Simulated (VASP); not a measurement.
Ta:

```
Ta
1.0
     3.62392   -2.02948    0.00000
     3.62392    2.02948    0.00000
    -0.11165    0.00000    3.38705
Ta
3
Direct
  0.67600 0.67600 0.67500
  0.32400 0.32400 0.32500
  0.00000 0.00000 0.00000
```

The cell was built by a generator and needn't be a form met in nature.

```yaml
Program: VASP 6.6.1
Task: relaxation of cell and atoms
Functional: PBE
Potentials_or_basis: VASP PAW PBE potentials, release 64 (Ta_pv)
Cutoff: 600 eV
k_mesh: 6 × 6 × 6
Occupations: gaussian, width 0.1 eV
Spin: no spin polarisation
```

At the start: pressure 32.0 GPa; volume 16.61 Å³/atom.

Q: How do energy, volume and symmetry change on relaxing?

A: Over 16 steps the energy falls by 582.9 meV/atom and the volume is 18.34 Å³/atom (+10.5 %); space group I4/mmm (No. 139, to 0.05 Å).

The path:
```
step  energy change (eV)  largest force (eV/Å)  pressure (GPa)  volume (Å³)
   1              0.0000                1.3915           32.02        49.82
   2              1.3130                0.0213          -33.25        76.69
   3             -1.1054                0.2590           -9.50        59.27
   4             -1.1183                0.3072           -7.04        58.40
   5             -1.6200                0.1116            0.45        55.12
   6             -1.6924                0.1224            8.02        53.03
   7             -1.6985                0.1434            6.41        53.43
   8             -1.6583                0.0576           -6.84        57.12
   9             -1.7462                0.0607            0.24        54.96
  10             -1.7463                0.0629            0.38        54.92
  11             -1.7463                0.0647            0.51        54.89
  12             -1.7479                0.0524           -0.19        55.11
  13             -1.7479                0.0536           -0.15        55.10
  14             -1.7483                0.0364            0.16        55.01
  15             -1.7484                0.0288            0.31        54.97
  16             -1.7486                0.0205            0.12        55.03
```

Final structure:
```
Ta
1.0
     4.10914   -2.32878    0.04451
     4.10914    2.32878    0.04451
    -0.08480    0.00000    2.87461
Ta
3
Direct
  0.66664 0.66664 0.66868
  0.33336 0.33336 0.33132
  0.00000 0.00000 0.00000
```
